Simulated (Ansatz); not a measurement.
# TiAl (P-6m2) in Ansatz: reference runs

How does TiAl come out in PBE? The cell is run as given and disturbed.

Program: Ansatz 0.2.0. These are calculated values, not measurements. Logs are shortened: lines on timing, memory, paths and dates and some standing lists are left out, and cuts for length are marked.

### 1 The structure

The structure is hexagonal, space group P-6m2 (No. 187). The conventional cell has a = 2.867 Å, b = 2.867 Å, c = 4.678 Å, α = 90.00°, β = 90.00°, γ = 120.00°. Around Ti (site symmetry -6m2) lie 6 Al at 2.87 Å and 6 Ti at 2.87 Å. Around Al (site symmetry -6m2) lie 6 Ti at 2.87 Å and 6 Al at 2.87 Å.

The cell comes from a database or a generator and needn't be the stable form of this composition.

### 2 Single point, PBE

The input, input.yaml:

```yaml
crystal:
  lattice:
    - [2.8672622327, 0.0, 0.0]
    - [-1.4336311163, 2.4831219328, 0.0]
    - [0.0, 0.0, 4.678083]
  atoms:
    - { symbol: Ti, position: [0.0, 0.0, 0.0] }
    - { symbol: Al, position: [0.3333333333, 0.6666666667, 0.5] }
kpoints:
  mp_grid: { grid: [11, 11, 6] }
scf:
  occupations: { method: fermi_dirac, width: 0.05 }
hamiltonian:
  xc: pbe
  pseudopotentials: { kind: all_electron, lapw: { basis_error: 0.001 } }
output:
  forces: true
  stress: true
  eigenvalues: true
  populations: true
```

Potentials or basis: all-electron LAPW, scalar-relativistic.

Run with:

```console
> ansatz run input.yaml --threads 1 --pin off --max-ram 3072MiB --backend cpu --events-out ev --progress --plain --runs-dir out
```

What it wrote:

```text
Warning: RAYON_NUM_THREADS=1 ignored (pool sized by the plan → 1); use --threads N
Ti: projections on atomic orbitals take those of the free atom 1s2 2s2 2p6 3s2 3p6 3d2 4s2, of charge +0.00 (hamiltonian.pseudopotentials.projection_atoms)
Al: projections on atomic orbitals take those of the free atom 1s2 2s2 2p6 3s2 3p1, of charge +0.00 (hamiltonian.pseudopotentials.projection_atoms)
LAPW: plane waves up to 7.687 Å⁻¹, error target 1.0e-3 eV per atom; small_component_spin mean_spin; Al in spheres of 1.432 Å, 11 of its electrons in bands, Dirac shells []; Ti in spheres of 1.434 Å, 12 of its electrons in bands, Dirac shells [] (how accurate: hamiltonian.pseudopotentials.lapw.basis_error, Limitations)
Engine: ansatz 0.2.0, aarch64-unknown-linux-gnu
Pseudopotentials: kind: all_electron
Pseudopotential: Ti, LAPW, valence charge 12, lapw/all_electron/scalar/gaussian/Ti, Koelling and Harmon's equation, gaussian nucleus
Pseudopotential: Al, LAPW, valence charge 11, lapw/all_electron/scalar/gaussian/Al, Koelling and Harmon's equation, gaussian nucleus
Functional definition: PBE
  parameter kappa = 0.804
  parameter beta = 0.06672455060314922
  exchange = pbe_x(kappa = kappa, mu = beta*pi^2/3)
  correlation = pbe_c(beta = beta)
Crystal: 2 atoms, lattice volume = 33.307 Å³
Basis set: ecut = 225.15125933256704 eV, 251 PW (Γ), exchange–correlation at level 2
Bands: 16, of which v1, the nominal top of the filled ones, is band 12 counted from 1 (11 counted from 0)
Symmetry: 12 space group operations
Space group: P-6m2 (ITA 187), of the structure as read, at distance tolerance 3.2e-5 Å
k-points: 64 of 726 (time reversal used)
Non-local potential: Ti, projectors of the file, none
Non-local potential: Al, projectors of the file, none
Initial density: superposition of atomic densities (chi_scale 0.1, normalization cell, long waves kept (reshape's long-wave potential 0.00 eV rms))
Initial wavefunctions: plane waves of lowest kinetic energy (no species holds an atomic orbital)
Functional: x = pbe(κ = 0.804, μ = 0.2195149727645171), c = pbe(β = 0.06672455060314922)
iter 1 solved again at ethr=1.82e-3 eV; its pass at ethr=1.00e-1 eV (dr2=4.18e-1 eV) is discarded
SCF iter   1: F=—  HF=-29841.615699 eV  |F-HF|=—  |Δ(HF+E_count)|=         —  Δρ=2.42e-2  dr2=4.18e-1  ethr=1.82e-3  ⟨swp⟩=2.2  Hψ=7095  notcnv=0
preconditioner: auto → none  [metal: Δε(μ)=0.021 eV  Ē_g=5.240 eV  σ=0.050 eV  W_gap=0.10  n_scr=8 (ndim 8)  ℏωp=17.0 eV  f_vac=0.000  D(μ)=2.64/eV (n_scr^D=34)  sad-step TF]
SCF iter   2: F=—  HF=-29841.476120 eV  |F-HF|=—  |Δ(HF+E_count)|=   1.40e-1  Δρ=1.88e-2  dr2=5.05e-1  ethr=1.82e-3  ⟨swp⟩=2.0  Hψ=3200  notcnv=0
SCF iter   3: F=—  HF=-29841.630191 eV  |F-HF|=—  |Δ(HF+E_count)|=   1.54e-1  Δρ=2.75e-2  dr2=1.03e0  ethr=1.82e-3  ⟨swp⟩=3.0  Hψ=3629  notcnv=0  recentre
iter 4 solved again at ethr=3.94e-5 eV; its pass at ethr=1.82e-3 eV (dr2=9.06e-3 eV) is discarded
SCF iter   4: F=—  HF=-29841.365691 eV  |F-HF|=—  |Δ(HF+E_count)|=   2.64e-1  Δρ=4.52e-3  dr2=9.00e-3  ethr=3.94e-5  ⟨swp⟩=2.0  Hψ=5353  notcnv=0
SCF iter   5: F=—  HF=-29841.364059 eV  |F-HF|=—  |Δ(HF+E_count)|=         —  Δρ=4.76e-4  dr2=1.55e-4  ethr=3.91e-5  ⟨swp⟩=2.0  Hψ=2932  notcnv=0
the basis was enlarged: its passes take 223.9 KiB over the memory plan, 1 of 1 planned eigensolver slots
SCF iter   6: F=—  HF=-29841.363870 eV  |F-HF|=—  |Δ(HF+E_count)|=   1.89e-4  Δρ=1.37e-4  dr2=1.56e-5  ethr=6.72e-7  ⟨swp⟩=2.5  Hψ=2967  notcnv=0
SCF iter   7: F=—  HF=-29841.363867 eV  |F-HF|=—  |Δ(HF+E_count)|=   3.16e-6  Δρ=1.97e-5  dr2=3.49e-7  ethr=6.79e-8  ⟨swp⟩=2.0  Hψ=2932  notcnv=0
SCF iter   8: F=-29841.363866 eV  HF=-29841.363867 eV  |F-HF|=3.32e-8  |Δ(HF+E_count)|=   1.70e-7  Δρ=3.78e-6  dr2=4.61e-9  ethr=1.52e-9  ⟨swp⟩=2.7  Hψ=3028  notcnv=0
SCF 1 converged in 8 iterations: F = -29841.363866 eV  dr2 = 4.61e-9
SCF converged after 8 iterations
Free energy (F): -29841.363866 eV
Harris-Foulkes:  -29841.363867 eV  (|F-HF|=3.32e-8)
Internal energy: -29841.340291 eV  (E = F + TS)
E sigma→0 (E₀):  -29841.352079 eV
Entropy (-TS):   -0.023576 eV (-11.788 meV/atom)
Fermi energy:    11.572169 eV
--- Per-component energies (eV) ---
  E_band       = -648.523666
  E_kinetic    = 30079.287448
  E_xc         = -1655.606072
  E_electrostatic = -58265.021667  (all electrons and nuclei)
  E_smearing   = -0.023576  (= −TS)
  E_closure    = 0.000000  (closes the sum)
  E_atoms      = -29830.403974  (free atoms, spherical and without spin; not in F)
  Σ components = -29841.363866   (vs F -29841.363866, Δ=0.00e0)
  Basis errors (estimates in eV, not in F): energy 8.3e-5 per atom: plane waves 4.1e-5 (3.1e-5 summed), levels above the bands 1.1e-43, relativity 5.7e-9, radial functions 4.2e-5, core shells 3.1e-8; eigenvalues (radial functions only) 1.3e-6; not estimated: angular momenta, meshes, grids; target (lapw.basis_error) 1.0e-3; muffin-tin radii Al 1.432 Å, Ti 1.434 Å
--- Forces (eV/Å), atoms counted from 1 ---
  atom   1  Ti    -0.00000000     0.00000000     0.00000000
  atom   2  Al     0.00000000    -0.00000000    -0.00000000
  max |Σ_I F_I| component: 2.08e-17 eV/Å
--- Stress (GPa, compression-positive) ---
        0.869491      -0.000000       0.000000
       -0.000000       0.869491       0.000000
        0.000000       0.000000      -1.024774
  P = ⅓ Tr σ = 0.2381 GPa (2.381 kbar)
--- Band table (eV; the first three rows and the last of 64) ---
  k-point 0: bands = ["-90.8817", "-52.3537", "-52.3537", "-52.3028", "-44.9070", "-21.2344", "-20.8218", "-20.8218", "2.6755", "9.2979", "9.7605", "12.8665", "12.8665", "14.3642", "14.3642", "15.5010"]
  k-point 1: bands = ["-90.8817", "-52.3537", "-52.3537", "-52.3029", "-44.9070", "-21.2356", "-20.8218", "-20.8218", "2.8447", "8.1722", "10.5379", "12.8697", "12.8697", "14.3454", "14.3454", "16.0693"]
  k-point 2: bands = ["-90.8817", "-52.3537", "-52.3537", "-52.3029", "-44.9069", "-21.2379", "-20.8218", "-20.8218", "3.2702", "6.9227", "11.0234", "12.8760", "12.8760", "14.3085", "14.3085", "17.4277"]
  k-point 63: bands = ["-90.8797", "-52.3668", "-52.3637", "-52.3007", "-44.8008", "-21.2746", "-21.1618", "-21.1319", "9.0980", "9.8644", "10.8570", "11.2752", "11.6049", "12.8250", "14.8518", "16.1923"]
--- Löwdin populations: 2 sites ---
  site symbol       q [e]
     0     Ti     21.4974
     1     Al     13.3893
  spilling = 0.003238 (of n_electrons = 35.000000)
```

populations.tsv:

```text
# site	symbol	l	j	q
# orbitals = lowdin
# n_electrons = 35.000000
# spilling = 0.003238
# projection_atom_Ti: 1s2 2s2 2p6 3s2 3p6 3d2 4s2
# projection_atom_Al: 1s2 2s2 2p6 3s2 3p1
0	Ti	0_1S	-	1.999964
0	Ti	0_2S	-	1.997908
0	Ti	0_3S	-	1.947910
0	Ti	0_4S	-	0.597492
0	Ti	1_2P	-	5.999974
0	Ti	1_3P	-	5.988439
0	Ti	2_3D	-	2.965668
1	Al	0_1S	-	1.999823
1	Al	0_2S	-	1.984583
1	Al	0_3S	-	1.028181
1	Al	1_2P	-	5.995475
1	Al	1_3P	-	2.381246
```

Wall time 12 s (1 thread of Arm Neoverse V2, shared host); peak memory 0.28 GiB.

What came out:

| Quantity | Value |
| --- | --- |
| Free energy | -29841.3639 eV |
| Pressure | 0.2 GPa |
| Band gap on the k mesh | none (metal or under the smearing width) |
| Loewdin charges | Ti +0.50; Al -0.39 e |

Levels at points of the mesh, in eV from the Fermi level:
| k point | band 7 | band 8 | band 9 | band 10 | band 11 | band 12 | band 13 | band 14 | band 15 | band 16 |
| --- | --- | --- | --- | --- | --- | --- | --- | --- | --- | --- |
| (0.00, 0.00, 0.00) | -32.39 | -32.39 | -8.90 | -2.27 | -1.81 | 1.29 | 1.29 | 2.79 | 2.79 | 3.93 |
| (0.00, 0.00, -0.50) | -32.39 | -32.39 | -8.01 | -5.24 | -0.41 | 1.31 | 1.31 | 2.72 | 2.72 | 6.80 |

Caveat: the atomic charges don't sum to the cell's charge.

### 3 Single point, PBE (atoms moved at random, drawn with an rms of 0.05 Å)

Changes to input.yaml since step 2:

```diff
@@ -6,4 +6,4 @@
   atoms:
-    - { symbol: Ti, position: [0.0, 0.0, 0.0] }
-    - { symbol: Al, position: [0.3333333333, 0.6666666667, 0.5] }
+    - { symbol: Ti, position: [-0.009755, 0.004856, 0.01131] }
+    - { symbol: Al, position: [0.348123, 0.662687, 0.516325] }
 kpoints:
```

Potentials or basis: all-electron LAPW, scalar-relativistic.

Run with:

```console
> ansatz run input.yaml --threads 1 --pin off --max-ram 3072MiB --backend cpu --events-out ev --progress --plain --runs-dir out
```

It took 63 s on 1 thread of Arm Neoverse V2, shared host; peak memory 0.61 GiB.

Results (log left out):

```
Free energy            : -29841.3551 eV
Pressure               : 0.3 GPa
Largest force          : 0.225 eV/Å
Band gap on the k mesh : none (metal or under the smearing width)
Loewdin charges        : Ti +0.50; Al -0.39 e
```

Forces in eV/Å, atoms in the order of the input:
```
Ti   0.153 -0.027  0.163
Al  -0.153  0.027 -0.163
```

Stress tensor (GPa, compression positive):
```
 0.50  1.32  0.07
 1.32  1.27 -0.01
 0.07 -0.01 -0.80
```

Levels at points of the mesh, in eV from the Fermi level:
```csv
k point,band 9,band 10,band 11,band 12,band 13,band 14,band 15,band 16
"(0.00, 0.00, 0.00)",-8.90,-2.28,-1.81,1.29,1.30,2.77,2.81,3.93
"(0.00, 0.00, -0.50)",-8.01,-5.24,-0.41,1.30,1.31,2.70,2.73,6.80
```

Caveat: the atomic charges don't sum to the cell's charge.
